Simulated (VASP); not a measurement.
# TaAs (I4_1md) in VASP: a series of runs, part 2 of 2

VASP 6.6.1.

## 4. Electric field gradients, r2SCAN

INCAR

```
SYSTEM = TaAs
ALGO     = Normal         ! electronic algorithm
EDIFF    = 1E-7           ! SCF threshold, eV
ENCUT    = 520            ! plane-wave cutoff, eV
ISIF     = 2              ! what is computed and relaxed
ISMEAR   = -1             ! smearing method
LASPH    = .True.         ! aspherical terms in the spheres
LCHARG   = .False.        ! write CHGCAR
LEFG     = .True.       
LMIXTAU  = .True.       
LREAL    = .False.        ! projectors in reciprocal space
LWAVE    = .False.        ! write WAVECAR
METAGGA  = R2SCAN         ! meta-GGA
NELM     = 60             ! most SCF steps
PREC     = Accurate       ! precision mode
SIGMA    = 0.05           ! smearing width, eV
```

KPOINTS

```
k-points
0
Gamma
  13 13 13
  0 0 0
```

POSCAR

```
TaAs                                    
1.0
   -1.7218133622      1.7218133622      5.8679415361
    1.7218133622     -1.7218133622      5.8679415361
    1.7218133622      1.7218133622     -5.8679415361
  Ta              As            
     2     2
Direct
     0.5000572083055702    0.0000572083055703    0.5000000000000000
     0.7500572083055702    0.7500572083055702    1.0000000000000000
     0.0825422116944309    0.5825422116944309    0.5000000000000000
     0.3325422116944309    0.3325422116944309    0.0000000000000000
```

Potentials or basis: VASP PAW PBE potentials, release 64 (Ta_pv, As).

Launch:

```
> cat potpaw_PBE.64/Ta_pv/POTCAR potpaw_PBE.64/As/POTCAR > POTCAR
> mpirun -np 1 vasp_std > vasp.out
```

OUTCAR:

```text
SYSTEM = TaAs
   EDIFF = 1E-7
   ENCUT = 520
   ISIF = 2
   ISMEAR = -1
   LASPH = .True.
   LREAL = .False.
   METAGGA = R2SCAN
   NELM = 60
   PREC = Accurate

 ion  position               nearest neighbor table
   1  0.500  0.000  0.500-   4 2.61   4 2.61   3 2.62   3 2.62   3 2.62   3 2.62   2 3.40   2 3.40
                             2 3.40   2 3.40
   2  0.750  0.750  0.000-   3 2.61   3 2.61   4 2.62   4 2.62   4 2.62   4 2.62   1 3.40   1 3.40
                             1 3.40   1 3.40
   3  0.083  0.583  0.500-   2 2.61   2 2.61   1 2.62   1 2.62   1 2.62   1 2.62
   4  0.333  0.333  0.000-   1 2.61   1 2.61   2 2.62   2 2.62   2 2.62   2 2.62

  LATTYP: Found a body centered tetragonal cell.
 ALAT       =     3.4436267244
[... 787 lines left out ...]
   1       7.086   -21.067    13.981     0.000     0.000     0.000
   2     -21.067     7.086    13.981     0.000     0.000     0.000
   3      -6.159   -13.602    19.761    -0.000    -0.000    -0.000
   4     -13.602    -6.159    19.761    -0.000    -0.000    -0.000
---------------------------------------------------------------------

 Electric field gradients after diagonalization (V/A^2)
 (convention: |V_zz| > |V_xx| > |V_yy|)
----------------------------------------------------------------------
 ion       V_xx      V_yy      V_zz     asymmetry (V_yy - V_xx)/ V_zz
----------------------------------------------------------------------
   1      13.981     7.086   -21.067       0.327
   2      13.981     7.086   -21.067       0.327
   3     -13.602    -6.159    19.761       0.377
   4     -13.602    -6.159    19.761       0.377
----------------------------------------------------------------------

           NMR quadrupolar parameters

 Cq : quadrupolar parameter    Cq=e*Q*V_zz/h
 eta: asymmetry parameters     (V_yy - V_xx)/ V_zz
 Q  : nuclear electric quadrupole moment in mb (millibarn)
----------------------------------------------------------------------
 ion       Cq(MHz)       eta       Q (mb)
----------------------------------------------------------------------
   1      -0.051       0.327       1.000
   2      -0.051       0.327       1.000
   3       0.048       0.377       1.000
   4       0.048       0.377       1.000
----------------------------------------------------------------------
```

OSZICAR:

```text
N       E                     dE             d eps       ncg     rms          rms(c)
DAV:   1     0.151419805122E+03    0.15142E+03   -0.17613E+04  7840   0.161E+03
DAV:   2    -0.125691996926E+03   -0.27711E+03   -0.26874E+03  9188   0.406E+02
DAV:   3    -0.137503396022E+03   -0.11811E+02   -0.11447E+02 10044   0.714E+01
[... 12 lines left out ...]
DAV:  16    -0.129086433475E+03   -0.82055E-04   -0.59187E-05  8792   0.691E-02    0.271E-03
DAV:  17    -0.129086433872E+03   -0.39766E-06   -0.25513E-06 10692   0.102E-02    0.242E-03
DAV:  18    -0.129086433452E+03    0.42095E-06   -0.28289E-06  9108   0.135E-02    0.154E-03
DAV:  19    -0.129086434505E+03   -0.10538E-05   -0.87159E-07  9104   0.905E-03    0.551E-04
DAV:  20    -0.129086434647E+03   -0.14138E-06   -0.12894E-07  5368   0.256E-03    0.323E-04
DAV:  21    -0.129086434670E+03   -0.22860E-07   -0.42485E-08  5084   0.140E-03
   1 F= -.12908643E+03 E0= -.12908459E+03  d E =-.369113E-02
```

stdout:

```text
POSCAR found type information on POSCAR TaAs
 POSCAR found :  2 types and       4 ions
 scaLAPACK will be used
 -----------------------------------------------------------------------------
|                                                                             |
|                                                                             |
|     You enforced a specific xc type in the INCAR file but a different       |
|     I HOPE YOU KNOW WHAT YOU ARE DOING!                                     |
|                                                                             |
 -----------------------------------------------------------------------------

 LDA part: xc-table for (None), standard interpolation
 POSCAR, INCAR and KPOINTS ok, starting setup
 FFT: planning ... GRIDC
 FFT: planning ... GRID_SOFT
 FFT: planning ... GRID
 WAVECAR not read
 entering main loop
ion   1

ion   2

ion   3

ion   4
```

Run time: 59 min. Hardware: 1 thread of Intel Xeon Platinum 8259CL at 2.50GHz (Skylake/Cascade Lake), shared host; peak memory 0.54 GiB.

What came out:

```
Free energy            : -129.0864 eV
Pressure               : 0.0 GPa
Largest force          : 0.023 eV/Å
Band gap on the k mesh : none (metal or under the smearing width)
```

Forces on the atoms (eV/Å):
```
Ta   0.000  0.000 -0.023
Ta   0.000  0.000 -0.023
As   0.000  0.000  0.023
As   0.000  0.000  0.023
```

Electric field gradients, principal values (V/Å²):
```
atom     Vxx      Vyy      Vzz
1 Ta   7.086   13.981  -21.067
2 Ta   7.086   13.981  -21.067
3 As  -6.159  -13.602   19.761
4 As  -6.159  -13.602   19.761
```

Caveat: the PAW data sets were made with another functional, which shifts forces and pressure a little.

## 5. Overview

| level | potentials or basis | cutoff (eV) | further INCAR settings | gap on the mesh (eV) | pressure (GPa) |
| --- | --- | --- | --- | --- | --- |
| LDA | VASP PAW LDA potentials, release 64 (Ta_pv, As) | 520 | ALGO = Fast; EDIFF = 1e-07 | none | -6.6 |
| PBEsol | VASP PAW PBE potentials, release 64 (Ta_pv, As_d) | 600 | ALGO = Fast; EDIFF = 1e-07 | none | -3.6 |
| r2SCAN | VASP PAW PBE potentials, release 64 (Ta_pv, As) | 520 | ALGO = Normal; EDIFF = 1e-07 | none | 0.0 |

Alike in all rows: task electric field gradients; no spin polarisation; cell as given; k mesh 13 × 13 × 13; smearing fermi-dirac 0.05 eV.

Caveats: the PAW data sets were made with another functional, which shifts forces and pressure a little (some runs).

Total energies depend on the potentials used, so only differences within one code and one set of settings carry meaning.
